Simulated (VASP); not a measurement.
# AlP (F-43m) in VASP: single point with LDA

Aim: the single point of AlP with LDA.

Everything below comes from runs of VASP 6.6.1. Logs are shortened: lines on timing, memory, paths and dates and some standing lists are left out, and cuts for length are marked.

**Measured values to compare with.**

From a printed reference work, data compilation, for a bulk crystal of AlP at 4.2 K: band gap 2.505 eV (indirect).

The runs below are set against these values where they give the same quantity.

## (1) The cell of the first run

The structure is cubic, space group F-43m (No. 216). The conventional cell has a = 5.451 Å, b = 5.451 Å, c = 5.451 Å, α = 90.00°, β = 90.00°, γ = 90.00°. Within 3.1 Å of Al (site symmetry -43m) lie 4 P at 2.36 Å. P (site symmetry -43m) has 4 Al at 2.36 Å within 3.1 Å.

## (2) Single point, LDA

INCAR

```
SYSTEM = AlP
PREC = Accurate ; ENCUT = 500
EDIFF = 1E-6 ; ISMEAR = 0
SIGMA = 0.01 ; LREAL = .False.
LASPH = .True. ; NELM = 120
ALGO = Normal ; ISIF = 2
LWAVE = .False. ; LCHARG = .True.
GGA = CA ; LELF = .True.
LVHAR = .True. ; NBANDS = 11
GGA_COMPAT = .False.
```

KPOINTS

```
regular mesh
0
Gamma
  6 6 6
  0 0 0
```

POSCAR

```
AlP
1.0
    3.8544390000      0.0000000000      0.0000000000
    1.9272195000      3.3380420913      0.0000000000
    1.9272195000      1.1126806971      3.1471362649
Al P
1 1
Direct
    0.0000000000      0.0000000000      0.0000000000
    0.2500000000      0.2500000000      0.2500000000
```

Potentials or basis: VASP PAW LDA potentials, release 64 (Al, P).

Started as:

```sh
$ cat potpaw_LDA.64/Al/POTCAR potpaw_LDA.64/P/POTCAR > POTCAR
$ mpirun -np 1 vasp_std > vasp.out
```

OUTCAR:

```text
SYSTEM = AlP
   PREC = Accurate
   ENCUT = 500
   EDIFF = 1E-6
   ISMEAR = 0
   LREAL = .False.
   LASPH = .True.
   NELM = 120
   ISIF = 2
   GGA = CA

 ion  position               nearest neighbor table
   1  0.000  0.000  0.000-   2 2.36   2 2.36   2 2.36   2 2.36
   2  0.250  0.250  0.250-   1 2.36   1 2.36   1 2.36   1 2.36

  LATTYP: Found a face centered cubic cell.
 ALAT       =     5.4509999091

  Lattice vectors:

 A1 = (   3.8544390000,   0.0000000000,   0.0000000000)
 A2 = (   1.9272195000,   3.3380420913,   0.0000000000)
 A3 = (   1.9272195000,   1.1126806971,   3.1471362649)

Analysis of symmetry for initial positions (statically):
=====================================================================
 Subroutine PRICEL returns:
 Original cell was already a primitive cell.

 Routine SETGRP: Setting up the symmetry group for a
 face centered cubic supercell.

 Subroutine GETGRP returns: Found 24 space group operations
 (whereof 24 operations were pure point group operations)
 out of a pool of 48 trial point group operations.

The static configuration has the point symmetry T_d .

Analysis of symmetry for dynamics (positions and initial velocities):
=====================================================================
 Subroutine PRICEL returns:
 Original cell was already a primitive cell.

 Routine SETGRP: Setting up the symmetry group for a
 face centered cubic supercell.

 Subroutine GETGRP returns: Found 24 space group operations
 (whereof 24 operations were pure point group operations)
 out of a pool of 48 trial point group operations.

The dynamic configuration has the point symmetry T_d .

 Subroutine INISYM returns: Found 24 space group operations
 (whereof 24 operations are pure point group operations),
 and found     1 'primitive' translations

----------------------------------------------------------------------------------------

                                     Primitive cell

  volume of cell :      40.4919

  direct lattice vectors                    reciprocal lattice vectors
     3.854439000  0.000000000  0.000000000     0.259441127 -0.149788405 -0.105916397
     1.927219500  3.338042091  0.000000000     0.000000000  0.299576810 -0.105916397
     1.927219500  1.112680697  3.147136265     0.000000000  0.000000000  0.317749190

  length of vectors
     3.854439000  3.854439000  3.854439000     0.317749190  0.317749190  0.317749190

  position of ions in fractional coordinates (direct lattice)
     0.000000000  0.000000000  0.000000000
     0.250000000  0.250000000  0.250000000

  ion indices of the primitive-cell ions
   primitive index   ion index
                 1           1
                 2           2

----------------------------------------------------------------------------------------

 KPOINTS: regular mesh

Automatic generation of k-mesh.
 Grid dimensions read from file:
 generate k-points for:    6    6    6

 Generating k-lattice:

  Cartesian coordinates                     Fractional coordinates (reciprocal lattice)
     0.043240188 -0.024964734 -0.017652733     0.166666667  0.000000000  0.000000000
     0.000000000  0.049929468 -0.017652733     0.000000000  0.166666667  0.000000000
     0.000000000  0.000000000  0.052958198     0.000000000  0.000000000  0.166666667

  Length of vectors
     0.052958198  0.052958198  0.052958198

  Shift w.r.t. Gamma in fractional coordinates (k-lattice)
     0.000000000  0.000000000  0.000000000

 Subroutine IBZKPT returns following result:
 ===========================================

 Found     16 irreducible k-points:

 Following reciprocal coordinates:
            Coordinates               Weight
  0.000000  0.000000  0.000000      1.000000
  0.166667 -0.000000 -0.000000      8.000000
  0.333333  0.000000  0.000000      8.000000
  0.500000  0.000000 -0.000000      4.000000
  0.166667  0.166667 -0.000000      6.000000
  0.333333  0.166667  0.000000     24.000000
[... 8 lines left out ...]
 -0.333333  0.333333  0.166667     24.000000
 -0.333333  0.500000  0.166667     12.000000
   k-points           NKPTS =     16   k-points in BZ     NKDIM =     16   number of bands    NBANDS=     11
   number of dos      NEDOS =    301   number of ions     NIONS =      2
   total plane-waves  NPLWV =  21952
   dimension x,y,z NGX =    28 NGY =   28 NGZ =   28
   dimension x,y,z NGXF=    56 NGYF=   56 NGZF=   56
   ions per type =               1   1
   NGX,Y,Z   is equivalent  to a cutoff of  12.08, 12.08, 12.08 a.u.
   NGXF,Y,Z  is equivalent  to a cutoff of  24.15, 24.15, 24.15 a.u.
 SYSTEM =  AlP
   PREC   = accura    normal or accurate (medium, high low for compatibility)
   ISTART =      0    job   : 0-new  1-cont  2-samecut
   ICHARG =      2    charge: 1-file 2-atom 10-const
   ISPIN  =      1    spin polarized calculation?
   LNONCOLLINEAR =      F non collinear calculations
   LSORBIT =      F    spin-orbit coupling
   LASPH  =      T    aspherical Exc in radial PAW
   ENCUT  =  500.0 eV  36.75 Ry    6.06 a.u.   7.03  7.03  7.03*2*pi/ulx,y,z
   NELM   =    120;   NELMIN=  2; NELMDL= -5     # of ELM steps
   EDIFF  = 0.1E-05   stopping-criterion for ELM
   LREAL  =      F    real-space projection
   EDIFFG = 0.1E-04   stopping-criterion for IOM
   NSW    =      0    number of steps for IOM
   IBRION =     -1    ionic relax: 0-MD 1-quasi-New 2-CG
   NFREE  =      0    steps in history (QN), initial steepest desc. (CG)
   ISIF   =      2    stress and relaxation
   ISYM   =      2    0-nonsym 1-usesym 2-fastsym
   POTIM  = 0.5000    time-step for ionic-motion
   TEBEG  =    0.0;   TEEND  =   0.0 temperature during run
   PSTRESS=    0.0 pullay stress
   NELECT =       8.0000    total number of electrons
   NUPDOWN=      -1.0000    fix difference up-down
   EMIN   =  10.00;   EMAX   =-10.00  energy-range for DOS
   EFERMI =   0.00;   METHOD = LEGACY
   ISMEAR =     0;   SIGMA  =   0.01  broadening in eV -4-tet -1-fermi 0-gaus
   EFERMI_NEDOS =   21; number of points for ismear=-14 and -15
   IALGO  =     38    algorithm
   IMIX   =      4    mixing-type and parameters
     AMIX     =   0.40;   BMIX     =  1.00
     AMIX_MAG =   1.60;   BMIX_MAG =  1.00
  volume/ion in A,a.u.               =      20.25       136.63
  Fermi-wavevector in a.u.,A,eV,Ry     =   0.953488  1.801831 12.369597  0.909140
  Thomas-Fermi vector in A             =   2.082148
   LORBIT       =      0    0 simple, 1 ext, 2 COOP (PROOUT), +10 PAW based schemes
   GGA     = CA    functional components
   LHFCALC =     F    Hartree Fock is set to
   AEXX    =    0.0000 exact exchange contribution
   IVDW    =     0    specifies the selected vdW correction
   LEPSILON=     F    determine dielectric tensor
   LRPA    =     F    only Hartree local field effects (RPA)
 non-spin polarized calculation
 Gauss-broadening in eV      SIGMA  =   0.01
  energy-cutoff  :      500.00
  volume of cell :       40.49
 maximum number of plane-waves:      1056
   NGX = 13   NGY = 13   NGZ = 13

 number of electron       8.0000000 magnetization

 Free energy of the ion-electron system (eV)
  ---------------------------------------------------
  ext. energy  EPLUGINS =         0.00000000
  ---------------------------------------------------
  free energy    TOTEN  =       -11.40286687 eV

  energy without entropy =      -11.40286687  energy(sigma->0) =      -11.40286687

 E-fermi :   4.5600     XC(G=0):  -9.4667

 val. band max:        4.5009448682   @ k =   0.0000   0.0000   0.0000
 cond. band min:       5.9287172927   @ k =   0.5000   0.5000  -0.0000
 fundamental gap:      1.4277724245
 Fermi energy:         4.5600051134

 k-point     1 :       0.0000    0.0000    0.0000
  band No.  band energies     occupation
      1      -7.0338      2.00000
      2       4.5009      2.00000
      3       4.5009      2.00000
      4       4.5009      2.00000
      5       7.6600      0.00000
      6       8.9766      0.00000
      7       8.9766      0.00000
      8       8.9766      0.00000
      9      13.3163      0.00000
     10      13.3163      0.00000
     11      14.5137      0.00000

 k-point     2 :       0.1667   -0.0000   -0.0000
  band No.  band energies     occupation
      1      -6.7271      2.00000
      2       2.5957      2.00000
      3       4.2544      2.00000
      4       4.2544      2.00000
      5       8.0044      0.00000
      6       9.4140      0.00000
      7       9.4140      0.00000
      8      10.0543      0.00000
      9      12.6428      0.00000
     10      12.6428      0.00000
     11      15.1310      0.00000

 k-point     3 :       0.3333    0.0000    0.0000
  band No.  band energies     occupation
      1      -5.9251      2.00000
      2       0.1054      2.00000
      3       3.8796      2.00000
      4       3.8796      2.00000
      5       7.4239      0.00000
      6       9.4621      0.00000
      7       9.4621      0.00000
      8      12.2826      0.00000
      9      13.5711      0.00000
     10      13.5711      0.00000
     11      14.6208      0.00000

 k-point     4 :       0.5000    0.0000   -0.0000
  band No.  band energies     occupation
      1      -5.3231      2.00000
      2      -1.1047      2.00000
      3       3.7292      2.00000
      4       3.7292      2.00000
      5       7.1832      0.00000
      6       9.2300      0.00000
      7       9.2300      0.00000
      8      12.5790      0.00000
      9      16.0197      0.00000
     10      16.0197      0.00000
     11      16.1262      0.00000

 k-point     5 :       0.1667    0.1667   -0.0000
  band No.  band energies     occupation
      1      -6.6236      2.00000
      2       2.7763      2.00000
      3       3.7410      2.00000
      4       3.7410      2.00000
      5       7.9766      0.00000
      6       9.0737      0.00000
      7      10.2879      0.00000
      8      10.2879      0.00000
      9      11.5198      0.00000
     10      13.8443      0.00000
     11      16.3424      0.00000
[... 99 lines left out ...]
 k-point    13 :       0.5000    0.5000   -0.0000
  band No.  band energies     occupation
      1      -4.6470      2.00000
      2      -0.8718      2.00000
      3       2.3696      2.00000
      4       2.3696      2.00000
      5       5.9287      0.00000
      6       6.8266      0.00000
      7      15.4272      0.00000
      8      15.4272      0.00000
      9      16.3806      0.00000
     10      16.5676      0.00000
     11      16.5676      0.00000

 k-point    14 :       0.5000    0.3333    0.1667
  band No.  band energies     occupation
      1      -5.2884      2.00000
      2       0.0284      2.00000
      3       1.7745      2.00000
      4       2.8797      2.00000
      5       8.2452      0.00000
      6       9.2292      0.00000
      7       9.8984      0.00000
      8      12.6341      0.00000
      9      13.7758      0.00000
     10      15.8733      0.00000
     11      17.8172      0.00000

 k-point    15 :      -0.3333    0.3333    0.1667
  band No.  band energies     occupation
      1      -4.8147      2.00000
      2      -0.5507      2.00000
      3       1.3137      2.00000
      4       2.4796      2.00000
      5       8.4433      0.00000
      6       9.3616      0.00000
      7      11.3003      0.00000
      8      12.0581      0.00000
      9      13.2883      0.00000
     10      16.3272      0.00000
     11      17.3616      0.00000

 k-point    16 :      -0.3333    0.5000    0.1667
  band No.  band energies     occupation
      1      -4.6081      2.00000
      2      -0.5992      2.00000
      3       1.5374      2.00000
      4       1.7797      2.00000
      5       7.7000      0.00000
      6       8.7017      0.00000
      7      12.0519      0.00000
      8      12.4137      0.00000
      9      15.6052      0.00000
     10      16.4326      0.00000
     11      17.6463      0.00000

------------------------ aborting loop because EDIFF is reached ----------------------------------------

  FORCE on cell =-STRESS in cart. coord.  units (eV):
  Direction    XX          YY          ZZ          XY          YZ          ZX
  --------------------------------------------------------------------------------------
  -------------------------------------------------------------------------------------
  Total       -0.1885684     -0.1885684     -0.1885684     -0.0000000     -0.0000000     -0.0000000
  in kB       -7.4612381     -7.4612381     -7.4612381     -0.0000000     -0.0000000     -0.0000000
  external PRESSURE =      -7.4612381 kB  Pullay stress =       0.0000000 kB

 VOLUME and BASIS-vectors are now :
 -----------------------------------------------------------------------------
  energy-cutoff  :      500.00
  volume of cell :       40.49
      direct lattice vectors                 reciprocal lattice vectors
     3.854439000  0.000000000  0.000000000     0.259441127 -0.149788405 -0.105916397
     1.927219500  3.338042091  0.000000000     0.000000000  0.299576810 -0.105916397
     1.927219500  1.112680697  3.147136265     0.000000000  0.000000000  0.317749190

 POSITION                                       TOTAL-FORCE (eV/Angst)
 -----------------------------------------------------------------------------------
      0.00000      0.00000      0.00000         0.000000     -0.000000     -0.000000
      1.92722      1.11268      0.78678        -0.000000      0.000000      0.000000
 -----------------------------------------------------------------------------------
    total drift:                               -0.000000     -0.000000     -0.000000

  FREE ENERGIE OF THE ION-ELECTRON SYSTEM (eV)
  ---------------------------------------------------
  free  energy   TOTEN  =       -11.4028668742 eV

  energy  without entropy=      -11.4028668742  energy(sigma->0) =      -11.40286687
```

Run time: 4.1 s. Hardware: 1 thread of Intel Xeon 6975P-C (Granite Rapids), shared host; peak memory 0.13 GiB.

Results:

| Quantity | Value |
| --- | --- |
| Free energy | -11.4029 eV |
| Pressure | -0.7 GPa |
| Band gap on the k mesh | 1.43 eV, indirect (least direct gap 3.16 eV) |

## (3) How close it comes

Step 2. A measured gap of AlP is 2.505 eV (indirect; 4.2 K; a printed reference work, data compilation); the calculated 1.43 eV misses it by -1.08 eV. The value is that of LDA on a finite k mesh, which can miss the band edges, without temperature or zero-point motion. Semilocal functionals fall short of measured gaps as a rule.
